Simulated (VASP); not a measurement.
Input of a VASP 6.6.1 run:

Contents of POSCAR:

```
PbS
1.0
    0.0000000000      2.9657500000      2.9657500000
    2.9657500000      0.0000000000      2.9657500000
    2.9657500000      2.9657500000      0.0000000000
Pb S
1 1
Direct
    0.0000000000      0.0000000000      0.0000000000
    0.5000000000      0.5000000000      0.5000000000
```

Contents of INCAR.step1:

```
ALGO     = Normal         # electronic algorithm
EDIFF    = 1E-6           # SCF threshold, eV
ENCUT    = 520            # plane-wave cutoff, eV
GGA      = AM             # functional
ISIF     = 2              # what is computed and relaxed
ISMEAR   = -1             # smearing method
LASPH    = True           # aspherical terms in the spheres
LCHARG   = True           # write CHGCAR
LREAL    = False          # projectors in reciprocal space
LWAVE    = False          # write WAVECAR
NBANDS   = 17             # bands
NELM     = 60             # most SCF steps
PREC     = Accurate       # precision mode
SIGMA    = 0.05           # smearing width, eV
```

File KPOINTS.step1:

```
k-points
0
Gamma
  8 8 8
```

The input INCAR.step2:

```
ALGO     = Normal         # electronic algorithm
EDIFF    = 1E-6           # SCF threshold, eV
ENCUT    = 520            # plane-wave cutoff, eV
GGA      = AM             # functional
ICHARG   = 11             # starting density
ISIF     = 2              # what is computed and relaxed
ISMEAR   = 0              # smearing method
LASPH    = True           # aspherical terms in the spheres
LCHARG   = False          # write CHGCAR
LREAL    = False          # projectors in reciprocal space
LWAVE    = False          # write WAVECAR
NBANDS   = 17             # bands
NELM     = 60             # most SCF steps
PREC     = Accurate       # precision mode
SIGMA    = 0.05           # smearing width, eV
```

KPOINTS.step2

```
path GXWKGLUWLK,UX
20
line-mode
reciprocal
 0.0000000000  0.0000000000  0.0000000000  G
 0.5000000000  0.0000000000  0.5000000000  X

 0.5000000000  0.0000000000  0.5000000000  X
 0.5000000000  0.2500000000  0.7500000000  W

 0.5000000000  0.2500000000  0.7500000000  W
 0.3750000000  0.3750000000  0.7500000000  K

 0.3750000000  0.3750000000  0.7500000000  K
 0.0000000000  0.0000000000  0.0000000000  G

 0.0000000000  0.0000000000  0.0000000000  G
 0.5000000000  0.5000000000  0.5000000000  L

 0.5000000000  0.5000000000  0.5000000000  L
 0.6250000000  0.2500000000  0.6250000000  U

 0.6250000000  0.2500000000  0.6250000000  U
 0.5000000000  0.2500000000  0.7500000000  W

 0.5000000000  0.2500000000  0.7500000000  W
 0.5000000000  0.5000000000  0.5000000000  L

 0.5000000000  0.5000000000  0.5000000000  L
 0.3750000000  0.3750000000  0.7500000000  K

 0.6250000000  0.2500000000  0.6250000000  U
 0.5000000000  0.0000000000  0.5000000000  X
```

Potentials or basis: VASP PAW PBE potentials, release 64 (Pb_d, S).

The run is started by

```bash
$ cat potpaw_PBE.64/Pb_d/POTCAR potpaw_PBE.64/S/POTCAR > POTCAR
$ cp INCAR.step1 INCAR
$ cp KPOINTS.step1 KPOINTS
$ mpirun -np 1 vasp_std > vasp.out
$ cp INCAR.step2 INCAR
$ cp KPOINTS.step2 KPOINTS
$ mpirun -np 1 vasp_std > vasp.out
```

Problem. Estimate the band gap along the path.

Solution. 0.34 eV, direct.

Problem. Predict the band gap on the k mesh.

Solution. 0.34 eV, direct.

Levels at the corners of the path, in eV from the valence-band top:
```csv
point,band 6,band 7,band 8,band 9,band 10,band 11,band 12,band 13,band 14,band 15
Γ,-13.57,-6.04,-2.16,-2.16,-2.16,5.18,5.18,5.18,6.71,6.71
X,-11.86,-7.25,-5.22,-3.45,-3.45,3.83,5.57,5.67,5.67,11.19
X,-11.86,-7.25,-5.22,-3.45,-3.45,3.83,5.57,5.67,5.67,11.19
W,-11.82,-8.00,-4.44,-4.44,-1.02,2.16,4.66,4.66,8.14,8.14
W,-11.82,-8.00,-4.44,-4.44,-1.02,2.16,4.66,4.66,8.14,8.14
K,-11.87,-8.03,-4.79,-2.94,-2.49,3.31,4.11,5.05,6.20,10.25
K,-11.87,-8.03,-4.79,-2.94,-2.49,3.31,4.11,5.05,6.20,10.25
Γ,-13.57,-6.04,-2.16,-2.16,-2.16,5.18,5.18,5.18,6.71,6.71
Γ,-13.57,-6.04,-2.16,-2.16,-2.16,5.18,5.18,5.18,6.71,6.71
L,-12.30,-8.89,-1.77,-1.77,0.00,0.34,1.92,1.92,8.63,10.12
L,-12.30,-8.89,-1.77,-1.77,0.00,0.34,1.92,1.92,8.63,10.12
U,-11.87,-8.03,-4.79,-2.94,-2.49,3.31,4.11,5.05,6.20,10.25
U,-11.87,-8.03,-4.79,-2.94,-2.49,3.31,4.11,5.05,6.20,10.25
W,-11.82,-8.00,-4.44,-4.44,-1.02,2.16,4.66,4.66,8.14,8.14
W,-11.82,-8.00,-4.44,-4.44,-1.02,2.16,4.66,4.66,8.14,8.14
L,-12.30,-8.89,-1.77,-1.77,0.00,0.34,1.92,1.92,8.63,10.12
L,-12.30,-8.89,-1.77,-1.77,0.00,0.34,1.92,1.92,8.63,10.12
K,-11.87,-8.03,-4.79,-2.94,-2.49,3.31,4.11,5.05,6.20,10.25
U,-11.87,-8.03,-4.79,-2.94,-2.49,3.31,4.11,5.05,6.20,10.25
X,-11.86,-7.25,-5.22,-3.45,-3.45,3.83,5.57,5.67,5.67,11.19
```

Caveat: the log is that of the step along the path at fixed density, whose energy, stress, charges and moments have no meaning; spin-orbit coupling is left out, which as a rule narrows the gap of such compounds by several tenths of an eV.
